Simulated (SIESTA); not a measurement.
The system is SnO2 (Cassiterite).

```
Sn O
1.0
     4.73800    0.00000    0.00000
     0.00000    4.73800    0.00000
     0.00000    0.00000    3.18650
Sn O
2 4
Direct
  0.50000 0.50000 0.50000
  0.00000 0.00000 0.00000
  0.80710 0.19290 0.50000
  0.69290 0.69290 0.00000
  0.19290 0.80710 0.50000
  0.30710 0.30710 0.00000
```

Program: SIESTA 5.4.2. Alike in all runs: no spin polarisation; cell as given; k mesh 6 × 6 × 8; smearing fermi-dirac 0.05 eV; grid cutoff 800 Ry; energy shift 0.003 Ry.

Order these runs on this cell by their band gap on the k mesh, lowest first.
A. level PBE; potentials or basis PseudoDojo 0.4 standard (PBE files), SZ (energy shift 0.003 Ry)
B. level PBE; potentials or basis SPMS 1.0 (PBE files) or PseudoDojo by element, DZP (energy shift 0.003 Ry; two zetas on semicore shells)
C. level RPBE; potentials or basis PseudoDojo 0.4 standard (PBE files), DZP (energy shift 0.003 Ry; two zetas on semicore shells)

A (0.31 eV), B (0.93 eV), C (1.13 eV).

Caveats: spin-orbit coupling is left out, which moves the levels of the heavy elements; the basis of atomic orbitals isn't converged, which shifts pressures, moduli and gaps; the basis has no polarisation orbitals (some runs).

A k mesh can miss the band edges.

Not every run made on this cell is shown here.
